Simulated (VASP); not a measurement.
Here is a VASP 6.6.1 calculation.

INCAR

```
SYSTEM = ZnGa2O4
PREC = Accurate ; ENCUT = 600
EDIFF = 1E-6 ; ISMEAR = 0
SIGMA = 0.03 ; LREAL = .False.
LASPH = .True. ; NELM = 80
ALGO = Normal ; ISIF = 3
LWAVE = .False. ; LCHARG = .False.
GGA = PE ; IVDW = 12
IBRION = 2 ; NSW = 90
EDIFFG = -0.01 ; KPAR = 4
```

The input KPOINTS:

```
Automatic mesh
0
Gamma
  6 6 6
  0 0 0
```

The input POSCAR:

```
ZnGa2O4
1.0
    0.0000000000      4.1711888808      4.1711888808
    4.1711888808      0.0000000000      4.1711888808
    4.1711888808      4.1711888808      0.0000000000
Zn Ga O
2 4 8
Direct
    0.5000000000      0.5000000000      0.5000000000
    0.7500000000      0.7500000000      0.7500000000
    0.1250000000      0.1250000000      0.6250000000
    0.1250000000      0.6250000000      0.1250000000
    0.6250000000      0.1250000000      0.1250000000
    0.1250000000      0.1250000000      0.1250000000
    0.8865055100      0.3404834700      0.8865055100
    0.3634944900      0.3634944900      0.9095165300
    0.3634944900      0.3634944900      0.3634944900
    0.9095165300      0.3634944900      0.3634944900
    0.8865055100      0.8865055100      0.8865055100
    0.3404834700      0.8865055100      0.8865055100
    0.3634944900      0.9095165300      0.3634944900
    0.8865055100      0.8865055100      0.3404834700
```

Potentials or basis: VASP PAW PBE potentials, release 64 (Zn, Ga_d, O).

Run with:

```sh
$ cat potpaw_PBE.64/Zn/POTCAR potpaw_PBE.64/Ga_d/POTCAR potpaw_PBE.64/O/POTCAR > POTCAR
$ mpirun -np 4 vasp_std > vasp.out
```

Estimate the dispersion energy per atom.

-0.212 eV.

Estimate the relaxed cell.

a = 5.945 Å, b = 5.945 Å, c = 5.945 Å, α = 60.00°, β = 60.00°, γ = 60.00°.

Final structure:
```cif
data_structure
_symmetry_space_group_name_H-M 'P 1'
_symmetry_Int_Tables_number 1
_cell_length_a 5.9447
_cell_length_b 5.9447
_cell_length_c 5.9447
_cell_angle_alpha 60.000
_cell_angle_beta 60.000
_cell_angle_gamma 60.000
_cell_volume 148.55
loop_
_atom_site_label
_atom_site_type_symbol
_atom_site_fract_x
_atom_site_fract_y
_atom_site_fract_z
_atom_site_occupancy
Zn1 Zn 0.50000 0.50000 0.50000 1
Zn2 Zn 0.75000 0.75000 0.75000 1
Ga1 Ga 0.12500 0.12500 0.62500 1
Ga2 Ga 0.12500 0.62500 0.12500 1
Ga3 Ga 0.62500 0.12500 0.12500 1
Ga4 Ga 0.12500 0.12500 0.12500 1
O1 O 0.88638 0.34085 0.88638 1
O2 O 0.36362 0.36362 0.90915 1
O3 O 0.36362 0.36362 0.36362 1
O4 O 0.90915 0.36362 0.36362 1
O5 O 0.88638 0.88638 0.88638 1
O6 O 0.34085 0.88638 0.88638 1
O7 O 0.36362 0.90915 0.36362 1
O8 O 0.88638 0.88638 0.34085 1
```
